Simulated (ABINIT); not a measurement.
Crystal: GaSb.

```
Sb Ga
1.0
    -2.75343    2.75343    1.59071
     2.75343   -2.75343    1.59071
     2.75343    2.75343   -1.59071
Sb Ga
1 1
Direct
  0.00000 0.00000 0.00000
  0.75000 0.25000 0.50000
```

Measurements of this composition are mostly on another form, of space group No. 216.

Program: ABINIT 10.8.3 (patched build). Alike in all runs: task band structure; potentials or basis JTH PAW PBE v2.0; no spin polarisation; cell as given; k mesh 10 × 10 × 10; cutoff (eV) 544; smearing fermi-dirac 0.05 eV.

Question: Order these runs on this cell by their pressure, lowest first.
A. level r2SCAN
B. level AM05
C. level BLYP

Answer: B (-3.1 GPa), A (-1.5 GPa), C (5.0 GPa).

Caveats: the PAW data sets were made with another functional, which shifts forces and pressure a little.
